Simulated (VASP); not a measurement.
Input of a VASP 6.6.1 run:

INCAR

```
SYSTEM = TiAl3
ALGO = Normal
EDIFF = 1E-7
EDIFFG = -0.005
ENCUT = 600
IBRION = 2
ISIF = 3
ISMEAR = 1
LASPH = .True.
LCHARG = .False.
LMIXTAU = .True.
LREAL = .False.
LWAVE = .False.
METAGGA = R2SCAN
NELM = 80
NSW = 90
PREC = Accurate
SIGMA = 0.1
```

Contents of KPOINTS:

```
k-points
0
Gamma
  14 14 14
  0 0 0
```

POSCAR

```
TiAl3                                   
1.0
   -1.9111067713      1.9111067713      4.2806687947
    1.9111067713     -1.9111067713      4.2806687947
    1.9111067713      1.9111067713     -4.2806687947
  Ti              Al            
     1     3
Direct
     0.0000000000000000    0.0000000000000000    0.0000000000000000
     0.5000000000000000    0.5000000000000000    0.0000000000000000
     0.7500000000000000    0.2500000000000000    0.5000000000000000
     0.2500000000000000    0.7500000000000000    0.5000000000000000
```

Potentials or basis: VASP PAW PBE potentials, release 64 (Ti_sv, Al).

Command:

```sh
$ cat potpaw_PBE.64/Ti_sv/POTCAR potpaw_PBE.64/Al/POTCAR > POTCAR
$ mpirun -np 1 vasp_std > vasp.out
```

Predict the band gap on the k mesh.

none (metal or under the smearing width).

Final structure:
```yaml
crystal:
  lattice:
    - [-1.91111, 1.91111, 4.28067]
    - [1.91111, -1.91111, 4.28067]
    - [1.91111, 1.91111, -4.28067]
  atoms:
    - { symbol: Ti, position: [0.00000, 0.00000, 0.00000] }
    - { symbol: Al, position: [0.50000, 0.50000, 0.00000] }
    - { symbol: Al, position: [0.75000, 0.25000, 0.50000] }
    - { symbol: Al, position: [0.25000, 0.75000, 0.50000] }
```

Caveat: the relaxation stopped at its first step, so nothing moved.
